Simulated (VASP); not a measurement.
# NaI (Fm-3m) in VASP: a series of runs

Runs on NaI. Level: PBE. Tasks: single point.

Program: VASP 6.6.1. These are calculated values, not measurements. Logs are shortened: lines on timing, memory, paths and dates and some standing lists are left out, and cuts for length are marked.

**1. Starting point**

The structure is cubic, space group Fm-3m (No. 225). Conventional cell: a = 6.473 Å, b = 6.473 Å, c = 6.473 Å, α = 90.00°, β = 90.00°, γ = 90.00°. Around I (site symmetry m-3m) lie 6 Na at 3.24 Å. Na (site symmetry m-3m) has 6 I at 3.24 Å as nearest neighbours.

**2. Single point, PBE**

INCAR reads:

```
SYSTEM = NaI
PREC = Accurate ; ENCUT = 350
EDIFF = 1E-6 ; ISMEAR = 0
SIGMA = 0.05 ; LREAL = .FALSE.
LASPH = .TRUE. ; NELM = 100
ALGO = Normal ; ISIF = 2
LWAVE = .FALSE. ; LCHARG = .FALSE.
GGA = PE ; NBANDS = 14
ADDGRID = .FALSE.
```

KPOINTS reads:

```
Automatic mesh
0
G
  8 8 8
  0 0 0
```

POSCAR reads:

```
NaI
1.0
    0.0000000000      3.2364000000      3.2364000000
    3.2364000000      0.0000000000      3.2364000000
    3.2364000000      3.2364000000      0.0000000000
I Na
1 1
Direct
    0.5000000000      0.5000000000      0.5000000000
    0.0000000000      0.0000000000      0.0000000000
```

Potentials or basis: VASP PAW PBE potentials, release 64 (I, Na_pv).

On the command line:

```sh
$ cat potpaw_PBE.64/I/POTCAR potpaw_PBE.64/Na_pv/POTCAR > POTCAR
$ mpirun -np 1 vasp_std > vasp.out
```

OUTCAR:

```text
SYSTEM = NaI
   PREC = Accurate
   ENCUT = 350
   EDIFF = 1E-6
   ISMEAR = 0
   LREAL = .FALSE.
   LASPH = .TRUE.
   NELM = 100
   ISIF = 2
   GGA = PE

 Found     29 irreducible k-points:

 Following reciprocal coordinates:
            Coordinates               Weight
  0.000000  0.000000  0.000000      1.000000
  0.125000  0.000000  0.000000      8.000000
  0.250000  0.000000  0.000000      8.000000
  0.375000  0.000000  0.000000      8.000000
  0.500000  0.000000  0.000000      4.000000
  0.125000  0.125000  0.000000      6.000000
   k-points           NKPTS =     29   k-points in BZ     NKDIM =     29   number of bands    NBANDS=     14
   number of dos      NEDOS =    301   number of ions     NIONS =      2
   total plane-waves  NPLWV =  21952
   dimension x,y,z NGX =    28 NGY =   28 NGZ =   28
   dimension x,y,z NGXF=    56 NGYF=   56 NGZF=   56
   ions per type =               1   1
   NGX,Y,Z   is equivalent  to a cutoff of  10.17, 10.17, 10.17 a.u.
   NGXF,Y,Z  is equivalent  to a cutoff of  20.34, 20.34, 20.34 a.u.
 SYSTEM =  NaI
   PREC   = accura    normal or accurate (medium, high low for compatibility)
   ISTART =      0    job   : 0-new  1-cont  2-samecut
   ICHARG =      2    charge: 1-file 2-atom 10-const
   ISPIN  =      1    spin polarized calculation?
   LNONCOLLINEAR =      F non collinear calculations
   LSORBIT =      F    spin-orbit coupling
   LASPH  =      T    aspherical Exc in radial PAW
   ENCUT  =  350.0 eV  25.72 Ry    5.07 a.u.   6.98  6.98  6.98*2*pi/ulx,y,z
   NELM   =    100;   NELMIN=  2; NELMDL= -5     # of ELM steps
   EDIFF  = 0.1E-05   stopping-criterion for ELM
   LREAL  =      F    real-space projection
   EDIFFG = 0.1E-04   stopping-criterion for IOM
   NSW    =      0    number of steps for IOM
   IBRION =     -1    ionic relax: 0-MD 1-quasi-New 2-CG
   NFREE  =      0    steps in history (QN), initial steepest desc. (CG)
   ISIF   =      2    stress and relaxation
   ISYM   =      2    0-nonsym 1-usesym 2-fastsym
   POTIM  = 0.5000    time-step for ionic-motion
   TEBEG  =    0.0;   TEEND  =   0.0 temperature during run
   PSTRESS=    0.0 pullay stress
   NELECT =      14.0000    total number of electrons
   NUPDOWN=      -1.0000    fix difference up-down
   EMIN   =  10.00;   EMAX   =-10.00  energy-range for DOS
   EFERMI =   0.00;   METHOD = LEGACY
   ISMEAR =     0;   SIGMA  =   0.05  broadening in eV -4-tet -1-fermi 0-gaus
   EFERMI_NEDOS =   21; number of points for ismear=-14 and -15
   IALGO  =     38    algorithm
   IMIX   =      4    mixing-type and parameters
     AMIX     =   0.40;   BMIX     =  1.00
     AMIX_MAG =   1.60;   BMIX_MAG =  1.00
  volume/ion in A,a.u.               =      33.90       228.76
  Fermi-wavevector in a.u.,A,eV,Ry     =   0.967636  1.828567 12.739397  0.936319
  Thomas-Fermi vector in A             =   2.097538
   LORBIT       =      0    0 simple, 1 ext, 2 COOP (PROOUT), +10 PAW based schemes
   GGA     = PE    functional components
   LHFCALC =     F    Hartree Fock is set to
   AEXX    =    0.0000 exact exchange contribution
   IVDW    =     0    specifies the selected vdW correction
   LEPSILON=     F    determine dielectric tensor
   LRPA    =     F    only Hartree local field effects (RPA)
 non-spin polarized calculation
 Gauss-broadening in eV      SIGMA  =   0.05
  energy-cutoff  :      350.00
  volume of cell :       67.80
 maximum number of plane-waves:      1036
   NGX = 13   NGY = 13   NGZ = 13

 number of electron      13.9999978 magnetization

 Free energy of the ion-electron system (eV)
  ---------------------------------------------------
  ext. energy  EPLUGINS =         0.00000000
  ---------------------------------------------------
  free energy    TOTEN  =        -5.38507208 eV

  energy without entropy =       -5.38507208  energy(sigma->0) =       -5.38507208

 E-fermi :   1.0144     XC(G=0):  -7.7057

 val. band max:        0.8065734123   @ k =   0.0000   0.0000   0.0000
 cond. band min:       4.4456346009   @ k =   0.0000   0.0000   0.0000
 fundamental gap:      3.6390611885
 Fermi energy:         1.0143786711

 k-point     1 :       0.0000    0.0000    0.0000
  band No.  band energies     occupation
      1     -21.6222      2.00000
      2     -21.6222      2.00000
      3     -21.6222      2.00000
      4     -10.2111      2.00000
      5       0.8066      2.00000
      6       0.8066      2.00000
      7       0.8066      2.00000
      8       4.4456      0.00000
      9       8.7350      0.00000
     10       8.7350      0.00000
     11       8.7350      0.00000
     12      10.5540      0.00000
     13      10.5540      0.00000
     14      11.2425      0.00000

 k-point     2 :       0.1250    0.0000    0.0000
  band No.  band energies     occupation
      1     -21.6231      2.00000
      2     -21.6223      2.00000
      3     -21.6223      2.00000
      4     -10.1681      2.00000
      5       0.3461      2.00000
      6       0.7621      2.00000
      7       0.7621      2.00000
      8       4.9652      0.00000
      9       8.3713      0.00000
     10       8.8856      0.00000
     11       8.8856      0.00000
     12      10.1278      0.00000
     13      10.1278      0.00000
     14      11.7504      0.00000

 k-point     3 :       0.2500    0.0000    0.0000
  band No.  band energies     occupation
      1     -21.6251      2.00000
      2     -21.6225      2.00000
      3     -21.6225      2.00000
      4     -10.0604      2.00000
      5      -0.4844      2.00000
      6       0.6597      2.00000
      7       0.6597      2.00000
      8       5.7320      0.00000
      9       8.3075      0.00000
     10       8.7707      0.00000
     11       8.7708      0.00000
     12      10.3437      0.00000
     13      10.3437      0.00000
     14      11.2234      0.00000

 k-point     4 :       0.3750    0.0000    0.0000
  band No.  band energies     occupation
      1     -21.6270      2.00000
      2     -21.6227      2.00000
      3     -21.6227      2.00000
      4      -9.9464      2.00000
      5      -1.1341      2.00000
      6       0.5634      2.00000
      7       0.5634      2.00000
      8       5.9188      0.00000
      9       8.3970      0.00000
     10       8.3970      0.00000
     11       9.1009      0.00000
     12      10.9090      0.00000
     13      11.5560      0.00000
     14      11.5560      0.00000

 k-point     5 :       0.5000    0.0000    0.0000
  band No.  band energies     occupation
      1     -21.6277      2.00000
      2     -21.6228      2.00000
      3     -21.6227      2.00000
      4      -9.8972      2.00000
      5      -1.3741      2.00000
      6       0.5252      2.00000
      7       0.5252      2.00000
      8       5.8989      0.00000
      9       8.2498      0.00000
     10       8.2498      0.00000
     11       9.5347      0.00000
     12      11.1123      0.00000
     13      13.0658      0.00000
     14      13.0658      0.00000

 k-point     6 :       0.1250    0.1250    0.0000
  band No.  band energies     occupation
      1     -21.6230      2.00000
      2     -21.6225      2.00000
      3     -21.6225      2.00000
      4     -10.1543      2.00000
      5       0.3387      2.00000
      6       0.6798      2.00000
      7       0.6798      2.00000
      8       5.1428      0.00000
      9       8.0633      0.00000
     10       9.0909      0.00000
     11       9.0909      0.00000
     12       9.3336      0.00000
     13      10.7299      0.00000
     14      12.3367      0.00000

 [... further k-points ...]

------------------------ aborting loop because EDIFF is reached ----------------------------------------

  FORCE on cell =-STRESS in cart. coord.  units (eV):
  Direction    XX          YY          ZZ          XY          YZ          ZX
  --------------------------------------------------------------------------------------
  -------------------------------------------------------------------------------------
  Total        0.1523534      0.1523534      0.1523534      0.0000000     -0.0000000      0.0000000
  in kB        3.6003609      3.6003609      3.6003609      0.0000000     -0.0000000      0.0000000
  external PRESSURE =       3.6003609 kB  Pullay stress =       0.0000000 kB

 VOLUME and BASIS-vectors are now :
 -----------------------------------------------------------------------------
  energy-cutoff  :      350.00
  volume of cell :       67.80
      direct lattice vectors                 reciprocal lattice vectors
     0.000000000  3.236400000  3.236400000    -0.154492646  0.154492646  0.154492646
     3.236400000  0.000000000  3.236400000     0.154492646 -0.154492646  0.154492646
     3.236400000  3.236400000  0.000000000     0.154492646  0.154492646 -0.154492646

 POSITION                                       TOTAL-FORCE (eV/Angst)
 -----------------------------------------------------------------------------------
      3.23640      3.23640      3.23640        -0.000000      0.000000      0.000000
      0.00000      0.00000      0.00000         0.000000     -0.000000     -0.000000
 -----------------------------------------------------------------------------------
    total drift:                                0.000000      0.000000      0.000000

  FREE ENERGIE OF THE ION-ELECTRON SYSTEM (eV)
  ---------------------------------------------------
  free  energy   TOTEN  =        -5.3850720756 eV

  energy  without entropy=       -5.3850720756  energy(sigma->0) =       -5.38507208
```

Run time: 13 s. Hardware: 1 thread of Intel Xeon Platinum 8488C (Sapphire Rapids), shared host; peak memory 0.15 GiB.

These settings aren't checked as converged: the numbers below hold their error.

What came out:

* Free energy: -5.3851 eV
* Pressure: 0.4 GPa
* Band gap on the k mesh: 3.64 eV, direct

Caveat: spin-orbit coupling is left out, which moves the levels of the heavy elements.

**3. Single point, PBE**

Edit INCAR of step 2 so:

```diff
@@ -1,3 +1,3 @@
 SYSTEM = NaI
-PREC = Accurate ; ENCUT = 350
+PREC = Accurate ; ENCUT = 900
 EDIFF = 1E-6 ; ISMEAR = 0
```

KPOINTS reads:

```
Automatic mesh
0
G
  5 5 5
  0 0 0
```

POSCAR is that of step 2.

Potentials or basis: VASP PAW PBE potentials, release 64 (I, Na_pv).

On the command line:

```sh
$ cat potpaw_PBE.64/I/POTCAR potpaw_PBE.64/Na_pv/POTCAR > POTCAR
$ mpirun -np 1 vasp_std > vasp.out
```

It took 22 s on 1 thread of Intel Xeon Platinum 8488C (Sapphire Rapids), shared host; peak memory 0.32 GiB.

These settings aren't checked as converged: the numbers below hold their error.

What came out:

```
Free energy            : -5.3841 eV
Pressure               : 0.5 GPa
Band gap on the k mesh : 3.64 eV, direct
```

Caveat: spin-orbit coupling is left out, which moves the levels of the heavy elements.

(Continued in part 2 of 2.)
